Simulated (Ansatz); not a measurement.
Runs of Ansatz 0.2.0 on Cs2AgBiBr6. The structure is cubic, space group Fm-3m (No. 225). Conventional cell: a = 11.232 Å, b = 11.232 Å, c = 11.232 Å, α = 90.00°, β = 90.00°, γ = 90.00°. Around Bi (site symmetry m-3m) lie 6 Br at 2.81 Å. Around Cs (site symmetry -43m) lie 12 Br at 3.97 Å. Around Ag (site symmetry m-3m) lie 6 Br at 2.80 Å. Br (site symmetry 4mm) is surrounded by 1 Ag at 2.80 Å and 1 Bi at 2.81 Å. 

| level | U | hubbard projectors | double counting | gap on the mesh (eV) | pressure (GPa) | largest force (eV/Å) |
| --- | --- | --- | --- | --- | --- | --- |
| LDA | - | - | - | 1.10 | -1.5 | 0.33 |
| LDA+U | Ag d U = 4 eV | ortho-atomic (the default) | fll (the default) | 1.39 | -1.3 | 0.23 |
| LDA+U | Ag d U = 2 eV | ortho-atomic (the default) | fll (the default) | (d) | -1.4 | (a) |
| LDA+U | Ag d U = 8 eV | ortho-atomic (the default) | fll (the default) | (b) | (c) | 0.15 |
| LDA+U | Ag d U = 6 eV | ortho-atomic (the default) | fll (the default) | 1.48 | -1.3 | 0.19 |

Alike in all rows: task band structure; potentials or basis Ansatz PAW; no spin polarisation; cell as given; k mesh 4 × 4 × 4; cutoff (eV) 420; smearing fermi-dirac 0.05 eV.

Question: Estimate the missing entries.

Answer: (a) 0.27; (b) 1.55; (c) -1.2; (d) 1.27.

Caveats: spin-orbit coupling is left out, which as a rule narrows the gap of such compounds by several tenths of an eV; the PAW data sets come from PBE, with cores solved anew for the run's functional, which leaves a small shift of forces and pressure.

A k mesh can miss the band edges, and the runs leave out spin-orbit coupling on Ag, Bi, Br, Cs.

Runs at the PBE level aren't shown here.
